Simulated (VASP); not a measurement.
These are LDA (Ceperley-Alder, Perdew-Zunger), VASP's LDA PAW potentials (set 64) (plane waves; VASP) values and carry that method's errors.

VASP ran on this input.

### INCAR
```
SIGMA  =  0.05
PREC  =  Accurate
LMAXMIX  =  4
ICHARG  =  11   ! fixed density
LORBIT  =  11   ! lm-projected
SYSTEM  =  BaF2
LWAVE  =  .FALSE.
EDIFF  =  1E-7   ! SCF stop (eV)
ENCUT  =  520
ALGO  =  Normal   ! blocked Davidson
LCHARG  =  .FALSE.
LREAL  =  .FALSE.   ! projection in real space or not
ISMEAR  =  0   ! Gaussian
NELM  =  100
LASPH  =  .TRUE.
```

File POSCAR:
```
BaF2
1
    0.0000000000     3.0455157991     3.0455157991
    3.0455157991     0.0000000000     3.0455157991
    3.0455157991     3.0455157991     0.0000000000
Ba F
1 2
Direct
  0.0000000000   0.0000000000   0.0000000000
  0.2500000000   0.2500000000   0.2500000000
  0.7500000000   0.7500000000   0.7500000000
```

**KPOINTS**
```
k-points along high-symmetry lines
15
Line-mode
Reciprocal
  0.000000   0.000000   0.000000 ! GAMMA
  0.500000   0.000000   0.500000 ! X

  0.500000   0.000000   0.500000 ! X
  0.625000   0.250000   0.625000 ! U

  0.375000   0.375000   0.750000 ! K
  0.000000   0.000000   0.000000 ! GAMMA

  0.000000   0.000000   0.000000 ! GAMMA
  0.500000   0.500000   0.500000 ! L

  0.500000   0.500000   0.500000 ! L
  0.500000   0.250000   0.750000 ! W

  0.500000   0.250000   0.750000 ! W
  0.500000   0.000000   0.500000 ! X
```

POTCAR, in this order: Ba_sv F (LDA.64 set). Program: vasp_std. Read from the step before: CHGCAR.

What VASP printed:

OSZICAR:
```
       N       E                     dE             d eps       ncg     rms          rms(c)
DAV:   1     0.147038173464E+03    0.14704E+03   -0.13252E+04  2880   0.141E+03
DAV:   2    -0.124668673251E+02   -0.15951E+03   -0.15533E+03  3952   0.280E+02
DAV:   3    -0.185345076317E+02   -0.60676E+01   -0.60618E+01  3840   0.629E+01
DAV:   4    -0.186441335933E+02   -0.10963E+00   -0.10962E+00  4056   0.673E+00
DAV:   5    -0.186463809937E+02   -0.22474E-02   -0.22474E-02  3848   0.639E-01
DAV:   6    -0.186464047483E+02   -0.23755E-04   -0.23755E-04  4008   0.560E-02
DAV:   7    -0.186464052384E+02   -0.49007E-06   -0.49009E-06  3808   0.517E-03
DAV:   8    -0.186464052622E+02   -0.23766E-07   -0.23765E-07  2936   0.742E-04
   1 F= -.18646405E+02 E0= -.18646405E+02  d E =-.547048E-21
```

**OUTCAR**
```
 val. band max:       -2.2211355894   @ k =   0.2411   0.2411   0.4821

 cond. band min:       4.3749452542   @ k =   0.0000   0.0000   0.0000



 k-point     1 :       0.0000    0.0000    0.0000
  band No.  band energies     occupation
      1     -25.0414      2.00000
      2     -20.8196      2.00000
      3     -20.7067      2.00000
      4      -9.8211      2.00000
      5      -9.8211      2.00000
      6      -9.8211      2.00000
      7      -3.9604      2.00000
      8      -3.9604      2.00000
      9      -3.9604      2.00000
     10      -2.3476      2.00000
     11      -2.3476      2.00000
     12      -2.3476      2.00000
     13       4.3749      0.00000
     14       7.0242      0.00000
     15       7.0242      0.00000
     16       9.5146      0.00000

 k-point     2 :       0.0357    0.0000    0.0357
  band No.  band energies     occupation
      1     -25.0370      2.00000
      2     -20.8216      2.00000
      3     -20.7126      2.00000
      4      -9.8284      2.00000
      5      -9.8284      2.00000
      6      -9.8185      2.00000
      7      -3.9484      2.00000
      8      -3.9484      2.00000
      9      -3.9440      2.00000
     10      -2.3734      2.00000
     11      -2.3448      2.00000
     12      -2.3448      2.00000
     13       4.4183      0.00000
     14       7.0061      0.00000
     15       7.0394      0.00000
     16       9.4868      0.00000

 k-point     3 :       0.0714    0.0000    0.0714
  band No.  band energies     occupation
      1     -25.0239      2.00000
      2     -20.8276      2.00000
      3     -20.7303      2.00000
      4      -9.8499      2.00000
      5      -9.8499      2.00000
      6      -9.8110      2.00000
      7      -3.9127      2.00000
      8      -3.9127      2.00000
      9      -3.8954      2.00000
     10      -2.4483      2.00000
     11      -2.3368      2.00000
     12      -2.3368      2.00000
     13       4.5453      0.00000
     14       6.9532      0.00000
...
```

The density is held fixed in this step, so its total energy and stress have no physical meaning. Unless said otherwise, spin-orbit coupling is left out, though it shifts the bands of the heavy elements here.

The compound is BaF2 in the fluorite structure. It was relaxed first, which changed the volume by -5 %.
